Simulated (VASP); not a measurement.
# Te (C2/m) in VASP: further runs

One crystal, Te, is run at these levels: PBE; tasks: single point.

Everything below comes from runs of VASP 6.6.1. Logs are shortened: lines on timing, memory, paths and dates and some standing lists are left out, and cuts for length are marked.

## 1. The structure

It takes space group C2/m (No. 12, monoclinic). The conventional cell has a = 7.641 Å, b = 4.296 Å, c = 5.977 Å, α = 90.00°, β = 90.90°, γ = 90.00°. Te (site symmetry 2/m) is surrounded by 6 Te at 3.09 to 3.31 Å. Te (site symmetry m) is surrounded by 6 Te at 3.03 to 3.47 Å.

This isn't the form of Te at room conditions, which is trigonal, of chains.

## 2. Single point, PBE

File INCAR:

```
ADDGRID = F
ALGO = Normal
EDIFF = 1E-6
ENCUT = 460
GGA = PE
ISIF = 2
ISMEAR = 0
LASPH = T
LCHARG = F
LREAL = F
LWAVE = F
NBANDS = 16
NELM = 100
PREC = Low
SIGMA = 0.05
```

File KPOINTS:

```
k-points
0
Gamma
  3 3 2
```

File POSCAR:

```
Te
1.0
    3.8202894285     -2.1482026000      0.0000000000
    3.8202894285      2.1482026000      0.0000000000
   -0.0942908673      0.0000000000      5.9760906531
Te
3
Direct
    0.0000000000      0.0000000000      0.0000000000
    0.3094466100      0.3094466100      0.3388094900
    0.6905533900      0.6905533900      0.6611905100
```

Potentials or basis: VASP PAW PBE potentials, release 64 (Te).

The run is started by

```
$ cat potpaw_PBE.64/Te/POTCAR > POTCAR
$ mpirun -np 1 vasp_std > vasp.out
```

OUTCAR:

```text
EDIFF = 1E-6
   ENCUT = 460
   GGA = PE
   ISIF = 2
   ISMEAR = 0
   LASPH = T
   LREAL = F
   NELM = 100
   PREC = Low

 Found      8 irreducible k-points:

 Following reciprocal coordinates:
            Coordinates               Weight
  0.000000  0.000000  0.000000      1.000000
  0.333333 -0.000000 -0.000000      4.000000
  0.333333  0.333333  0.000000      2.000000
 -0.333333  0.333333  0.000000      2.000000
  0.000000  0.000000  0.500000      1.000000
  0.333333 -0.000000  0.500000      4.000000
   k-points           NKPTS =      8   k-points in BZ     NKDIM =      8   number of bands    NBANDS=     16
   number of dos      NEDOS =    301   number of ions     NIONS =      3
   total plane-waves  NPLWV =  18432
   dimension x,y,z NGX =    24 NGY =   24 NGZ =   32
   dimension x,y,z NGXF=    24 NGYF=   24 NGZF=   32
   ions per type =               3
   NGX,Y,Z   is equivalent  to a cutoff of   9.10,  9.10,  8.90 a.u.
   NGXF,Y,Z  is equivalent  to a cutoff of   9.10,  9.10,  8.90 a.u.
 SYSTEM =  unknown system
   PREC   = low       normal or accurate (medium, high low for compatibility)
   ISTART =      0    job   : 0-new  1-cont  2-samecut
   ICHARG =      2    charge: 1-file 2-atom 10-const
   ISPIN  =      1    spin polarized calculation?
   LNONCOLLINEAR =      F non collinear calculations
   LSORBIT =      F    spin-orbit coupling
   LASPH  =      T    aspherical Exc in radial PAW
   ENCUT  =  460.0 eV  33.81 Ry    5.81 a.u.   7.66  7.66 10.45*2*pi/ulx,y,z
   NELM   =    100;   NELMIN=  2; NELMDL= -5     # of ELM steps
   EDIFF  = 0.1E-05   stopping-criterion for ELM
   LREAL  =      F    real-space projection
   EDIFFG = 0.1E-04   stopping-criterion for IOM
   NSW    =      0    number of steps for IOM
   IBRION =     -1    ionic relax: 0-MD 1-quasi-New 2-CG
   NFREE  =      0    steps in history (QN), initial steepest desc. (CG)
   ISIF   =      2    stress and relaxation
   ISYM   =      2    0-nonsym 1-usesym 2-fastsym
   POTIM  = 0.5000    time-step for ionic-motion
   TEBEG  =    0.0;   TEEND  =   0.0 temperature during run
   PSTRESS=    0.0 pullay stress
   NELECT =      18.0000    total number of electrons
   NUPDOWN=      -1.0000    fix difference up-down
   EMIN   =  10.00;   EMAX   =-10.00  energy-range for DOS
   EFERMI =   0.00;   METHOD = LEGACY
   ISMEAR =     0;   SIGMA  =   0.05  broadening in eV -4-tet -1-fermi 0-gaus
   EFERMI_NEDOS =   21; number of points for ismear=-14 and -15
   IALGO  =     38    algorithm
   IMIX   =      4    mixing-type and parameters
     AMIX     =   0.40;   BMIX     =  1.00
     AMIX_MAG =   1.60;   BMIX_MAG =  1.00
  volume/ion in A,a.u.               =      32.70       220.64
  Fermi-wavevector in a.u.,A,eV,Ry     =   0.930307  1.758025 11.775440  0.865470
  Thomas-Fermi vector in A             =   2.056681
   LORBIT       =      0    0 simple, 1 ext, 2 COOP (PROOUT), +10 PAW based schemes
   GGA     = PE    functional components
   LHFCALC =     F    Hartree Fock is set to
   AEXX    =    0.0000 exact exchange contribution
   IVDW    =     0    specifies the selected vdW correction
   LEPSILON=     F    determine dielectric tensor
   LRPA    =     F    only Hartree local field effects (RPA)
 non-spin polarized calculation
 Gauss-broadening in eV      SIGMA  =   0.05
  energy-cutoff  :      460.00
  volume of cell :       98.09
 maximum number of plane-waves:      2206
   NGX = 15   NGY = 15   NGZ = 21

 number of electron      17.9999848 magnetization

 Free energy of the ion-electron system (eV)
  ---------------------------------------------------
  ext. energy  EPLUGINS =         0.00000000
  ---------------------------------------------------
  free energy    TOTEN  =        -8.95715151 eV

  energy without entropy =       -8.95715101  energy(sigma->0) =       -8.95715126

 E-fermi :   6.4996     XC(G=0):  -9.2703

 val. band max:        6.3460052595   @ k =   0.0000   0.0000   0.5000
 cond. band min:       6.6521383102   @ k =   0.0000   0.0000   0.5000
 fundamental gap:      0.3061330507
 Fermi energy:         6.4995750739

 k-point     1 :       0.0000    0.0000    0.0000
  band No.  band energies     occupation
      1      -7.2064      2.00000
      2      -4.0075      2.00000
      3      -3.8800      2.00000
      4       3.7137      2.00000
      5       3.7813      2.00000
      6       4.2429      2.00000
      7       4.4702      2.00000
      8       4.7964      2.00000
      9       5.0311      2.00000
     10       7.4298      0.00000
     11       7.4616      0.00000
     12       8.0270      0.00000
     13      11.2067      0.00000
     14      11.6259      0.00000
     15      12.5677      0.00000
     16      12.5751      0.00000

 k-point     2 :       0.3333   -0.0000   -0.0000
  band No.  band energies     occupation
      1      -6.3177      2.00000
      2      -4.4226      2.00000
      3      -3.7350      2.00000
      4       1.5241      2.00000
      5       2.0926      2.00000
      6       2.6872      2.00000
      7       3.9381      2.00000
      8       5.7288      2.00000
      9       5.8877      2.00000
     10       6.7898      0.00000
     11       7.0650      0.00000
     12       9.0561      0.00000
     13       9.3165      0.00000
     14      12.5849      0.00000
     15      13.5214      0.00000
     16      14.5749      0.00000

 k-point     3 :       0.3333    0.3333    0.0000
  band No.  band energies     occupation
      1      -6.4094      2.00000
      2      -4.3588      2.00000
      3      -3.7558      2.00000
      4       1.4549      2.00000
      5       2.1940      2.00000
      6       2.7136      2.00000
      7       3.8804      2.00000
      8       5.9486      2.00000
      9       6.2291      2.00000
     10       6.7617      0.00000
     11       6.9574      0.00000
     12       9.0738      0.00000
     13       9.3459      0.00000
     14      12.6089      0.00000
     15      13.6386      0.00000
     16      15.0217      0.00000

 k-point     4 :      -0.3333    0.3333    0.0000
  band No.  band energies     occupation
      1      -5.2646      2.00000
      2      -4.8743      2.00000
      3      -4.2956      2.00000
      4       2.1728      2.00000
      5       2.3568      2.00000
      6       2.8246      2.00000
      7       2.8253      2.00000
      8       3.2376      2.00000
      9       3.4193      2.00000
     10       9.3456      0.00000
     11       9.3539      0.00000
     12       9.5649      0.00000
     13      11.6740      0.00000
     14      11.8647      0.00000
     15      11.9893      0.00000
     16      15.1588      0.00000

 k-point     5 :       0.0000    0.0000    0.5000
  band No.  band energies     occupation
      1      -6.5073      2.00000
      2      -6.1376      2.00000
      3      -1.8773      2.00000
      4       2.6989      2.00000
      5       3.7788      2.00000
      6       3.8293      2.00000
      7       5.2493      2.00000
      8       5.6611      2.00000
      9       6.1358      2.00000
     10       6.3456      1.99999
     11       6.3460      1.99999
     12       6.6521      0.00002
     13      10.2525      0.00000
     14      11.4048      0.00000
     15      11.5213      0.00000
     16      13.6276      0.00000

 k-point     6 :       0.3333   -0.0000    0.5000
  band No.  band energies     occupation
      1      -5.7758      2.00000
      2      -5.4570      2.00000
      3      -3.3299      2.00000
      4       1.2962      2.00000
      5       2.8106      2.00000
      6       3.2795      2.00000
      7       3.9274      2.00000
      8       4.0859      2.00000
      9       5.0656      2.00000
     10       8.1314      0.00000
     11       8.1586      0.00000
     12       8.7871      0.00000
     13      10.4600      0.00000
     14      12.0417      0.00000
     15      13.0801      0.00000
     16      13.8211      0.00000

 [... further k-points ...]

------------------------ aborting loop because EDIFF is reached ----------------------------------------

  FORCE on cell =-STRESS in cart. coord.  units (eV):
  Direction    XX          YY          ZZ          XY          YZ          ZX
  --------------------------------------------------------------------------------------
  -------------------------------------------------------------------------------------
  Total        1.2322837      2.5151986     -1.1676534      0.0000000      0.0000000     -0.5650031
  in kB       20.1280927     41.0831921    -19.0724218      0.0000000      0.0000000     -9.2287465
  external PRESSURE =      14.0462877 kB  Pullay stress =       0.0000000 kB

 VOLUME and BASIS-vectors are now :
 -----------------------------------------------------------------------------
  energy-cutoff  :      460.00
  volume of cell :       98.09
      direct lattice vectors                 reciprocal lattice vectors
     3.820289429 -2.148202600  0.000000000     0.130880136 -0.232752721  0.002065029
     3.820289429  2.148202600  0.000000000     0.130880136  0.232752721  0.002065029
    -0.094290867  0.000000000  5.976090653     0.000000000  0.000000000  0.167333472

 POSITION                                       TOTAL-FORCE (eV/Angst)
 -----------------------------------------------------------------------------------
      0.00000      0.00000      0.00000        -0.000000      0.000000      0.000000
      2.33240      0.00000      2.02476        -0.283542      0.000000      0.197959
      5.21388      0.00000      3.95133         0.283542      0.000000     -0.197959
 -----------------------------------------------------------------------------------
    total drift:                               -0.000000      0.000000     -0.000000

  FREE ENERGIE OF THE ION-ELECTRON SYSTEM (eV)
  ---------------------------------------------------
  free  energy   TOTEN  =        -8.9571515079 eV

  energy  without entropy=       -8.9571510129  energy(sigma->0) =       -8.95715126
```

Run time: 4.9 s. Hardware: 1 thread of AMD EPYC 7R13 (Zen 3), shared host; peak memory 0.08 GiB.

The run converged, but some of its settings lie outside the range that counts as converged, so its numbers aren't taken as properties of the crystal.

Results:

```
Free energy            : -8.9572 eV
Pressure               : 1.4 GPa
Largest force          : 0.346 eV/Å
Band gap on the k mesh : none (metal or under the smearing width)
```

Caveat: the k mesh is coarse (spacing up to 0.56 Å⁻¹), so the values aren't converged.

## 3. Single point, PBE

INCAR is that of step 2.

KPOINTS is that of step 2.

File POSCAR:

```
Te
1.0
    3.8202894285     -2.1482026000      0.0000000000
    3.8202894285      2.1482026000      0.0000000000
   -0.0942908673      0.0000000000      5.9760906531
Te
3
Direct
    0.0053760000      0.0030970000      0.0153300000
    0.3128830000      0.3144850000      0.3485460000
    0.7243610000      0.6723340000      0.6509690000
```

Potentials or basis: VASP PAW PBE potentials, release 64 (Te).

The run is started by

```
$ cat potpaw_PBE.64/Te/POTCAR > POTCAR
$ mpirun -np 1 vasp_std > vasp.out
```

OUTCAR:

```text
EDIFF = 1E-6
   ENCUT = 460
   GGA = PE
   ISIF = 2
   ISMEAR = 0
   LASPH = T
   LREAL = F
   NELM = 100
   PREC = Low

 Found     10 irreducible k-points:

 Following reciprocal coordinates:
            Coordinates               Weight
  0.000000  0.000000  0.000000      1.000000
  0.333333 -0.000000 -0.000000      2.000000
  0.000000 -0.333333  0.000000      2.000000
  0.333333  0.333333  0.000000      2.000000
 -0.333333  0.333333  0.000000      2.000000
  0.000000  0.000000  0.500000      1.000000
   k-points           NKPTS =     10   k-points in BZ     NKDIM =     10   number of bands    NBANDS=     16
   number of dos      NEDOS =    301   number of ions     NIONS =      3
   total plane-waves  NPLWV =  18432
   dimension x,y,z NGX =    24 NGY =   24 NGZ =   32
   dimension x,y,z NGXF=    24 NGYF=   24 NGZF=   32
   ions per type =               3
   NGX,Y,Z   is equivalent  to a cutoff of   9.10,  9.10,  8.90 a.u.
   NGXF,Y,Z  is equivalent  to a cutoff of   9.10,  9.10,  8.90 a.u.
 SYSTEM =  unknown system
   PREC   = low       normal or accurate (medium, high low for compatibility)
   ISTART =      0    job   : 0-new  1-cont  2-samecut
   ICHARG =      2    charge: 1-file 2-atom 10-const
[... 57 lines left out ...]
 val. band max:        6.1820169824   @ k =  -0.3333   0.3333   0.5000
 cond. band min:       6.5796565259   @ k =  -0.3333   0.3333   0.5000
 fundamental gap:      0.3976395435
 Fermi energy:         6.5764612069

 k-point     1 :       0.0000    0.0000    0.0000
  band No.  band energies     occupation
      1      -7.3383      2.00000
      2      -4.1337      2.00000
      3      -3.6959      2.00000
      4       3.3687      2.00000
      5       3.7062      2.00000
      6       4.3107      2.00000
[... 91 lines left out ...]
      3      -1.8504      2.00000
      4       2.6675      2.00000
      5       3.4680      2.00000
      6       3.8929      2.00000
[... 8 lines left out ...]
     15      11.4988      0.00000
     16      13.4900      0.00000

 [... further k-points ...]

------------------------ aborting loop because EDIFF is reached ----------------------------------------

  FORCE on cell =-STRESS in cart. coord.  units (eV):
  Direction    XX          YY          ZZ          XY          YZ          ZX
  --------------------------------------------------------------------------------------
  -------------------------------------------------------------------------------------
  Total        1.1024463      2.2743919      0.0335244      0.1809407      0.0131271     -0.7933480
  in kB       18.0073309     37.1498616      0.5475873      2.9554816      0.2144180    -12.9585270
  external PRESSURE =      18.5682600 kB  Pullay stress =       0.0000000 kB

 VOLUME and BASIS-vectors are now :
 -----------------------------------------------------------------------------
  energy-cutoff  :      460.00
  volume of cell :       98.09
      direct lattice vectors                 reciprocal lattice vectors
     3.820289429 -2.148202600  0.000000000     0.130880136 -0.232752721  0.002065029
     3.820289429  2.148202600  0.000000000     0.130880136  0.232752721  0.002065029
    -0.094290867  0.000000000  5.976090653     0.000000000  0.000000000  0.167333472

 POSITION                                       TOTAL-FORCE (eV/Angst)
 -----------------------------------------------------------------------------------
      0.03092     -0.00490      0.09161         0.099825     -0.054233      0.165532
      2.36386      0.00344      2.08294        -0.253955      0.203369     -0.158325
      5.27440     -0.11176      3.89025         0.154130     -0.149136     -0.007207
 -----------------------------------------------------------------------------------
    total drift:                                0.000707      0.000068     -0.000322

  FREE ENERGIE OF THE ION-ELECTRON SYSTEM (eV)
  ---------------------------------------------------
  free  energy   TOTEN  =        -8.9870864833 eV

  energy  without entropy=       -8.9834257955  energy(sigma->0) =       -8.98525614
```

OSZICAR:

```text
N       E                     dE             d eps       ncg     rms          rms(c)
DAV:   1     0.616508273907E+02    0.61651E+02   -0.58370E+03   320   0.791E+02
DAV:   2    -0.541590125005E+01   -0.67067E+02   -0.64100E+02   432   0.127E+02
DAV:   3    -0.896895777776E+01   -0.35531E+01   -0.35237E+01   384   0.318E+01
DAV:   4    -0.902728362609E+01   -0.58326E-01   -0.58316E-01   480   0.487E+00
DAV:   5    -0.902806573367E+01   -0.78211E-03   -0.78211E-03   424   0.483E-01    0.127E+01
DAV:   6    -0.898553493807E+01    0.42531E-01   -0.95528E-02   400   0.172E+00    0.790E+00
DAV:   7    -0.898709035657E+01   -0.15554E-02   -0.51857E-02   416   0.123E+00    0.946E-01
DAV:   8    -0.898722592831E+01   -0.13557E-03   -0.27928E-03   448   0.310E-01    0.360E-01
DAV:   9    -0.898706536321E+01    0.16057E-03   -0.73226E-04   432   0.142E-01    0.819E-02
DAV:  10    -0.898708687014E+01   -0.21507E-04   -0.11406E-04   392   0.572E-02    0.227E-02
DAV:  11    -0.898708588230E+01    0.98784E-06   -0.15015E-05   424   0.218E-02    0.758E-03
DAV:  12    -0.898708648328E+01   -0.60098E-06   -0.20927E-06   384   0.747E-03
   1 F= -.89870865E+01 E0= -.89852561E+01  d E =-.366069E-02
```

stdout:

```text
POSCAR found type information on POSCAR Te
 POSCAR found :  1 types and       3 ions
 scaLAPACK will be used
 LDA part: xc-table for (Slater+PW92), standard interpolation
 POSCAR, INCAR and KPOINTS ok, starting setup
 FFT: planning ... GRIDC
 FFT: planning ... GRID_SOFT
 FFT: planning ... GRID
 WAVECAR not read
 entering main loop
```

It took 5.9 s on 1 thread of AMD EPYC 7R13 (Zen 3), shared host; peak memory 0.09 GiB.

The run converged, but some of its settings lie outside the range that counts as converged, so its numbers aren't taken as properties of the crystal.

What came out:

* Free energy: -8.9871 eV
* Pressure: 1.9 GPa
* Largest force: 0.362 eV/Å
* Band gap on the k mesh: none (metal or under the smearing width)

Caveat: the k mesh is coarse (spacing up to 0.56 Å⁻¹), so the values aren't converged.

## 4. The reference run

An earlier run on the cell as given: functional PBE; potentials or basis VASP PAW PBE potentials, release 64 (Te); cutoff 520 eV; k mesh 7 × 7 × 5; occupations fermi-dirac, width 0.05 eV; no spin polarisation.

- Pressure: 0.6 GPa
- Largest force: 0.110 eV/Å
- Band gap on the k mesh: 0.03 eV, indirect (least direct gap 0.20 eV)
